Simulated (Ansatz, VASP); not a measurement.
## Two plane-wave programs on FeSi

```
Fe Si
1.0
     3.98670    0.00000    0.00000
     0.00000    3.98670    0.00000
     0.00000    0.00000    3.98670
Fe Si
4 4
Direct
  0.14452 0.14452 0.14452
  0.35548 0.85548 0.64452
  0.64452 0.35548 0.85548
  0.85548 0.64452 0.35548
  0.84461 0.84461 0.84461
  0.65539 0.15539 0.34461
  0.34461 0.65539 0.15539
  0.15539 0.34461 0.65539
```

Alike in both runs: functional PBE; k mesh 8 × 8 × 8; occupations gaussian, width 0.05 eV; no spin polarisation.

Ansatz relaxed the structure, and its values are those at the end. VASP's run is a single point on that final structure, the one shown.

```csv
,VASP,Ansatz
version,VASP 6.6.1,Ansatz 0.2.0
potentials or method,"VASP PAW PBE potentials, release 64 (Fe, Si)","scalar-relativistic, plane waves, PAW"
plane-wave cutoff (eV),520,420
valence electrons in the cell,48,80
```

VASP gave:

```
gap on the k mesh at the Fermi level (eV) : 0.15
least direct gap on the mesh (eV)         : 0.20
rms of the force components (eV/Å)        : 0.021
```

**Question.** Estimate Ansatz's values.

**Answer.** gap on the k mesh at the Fermi level (eV): 0.15; least direct gap on the mesh (eV): 0.20; rms of the force components (eV/Å): 0.002.

The two sets of potentials don't hold the same shells in valence. Ansatz warned: «stress_scf_threshold_loose».

 Spin polarisation is off, so any magnetic state and its effect on volume and gap are missing.
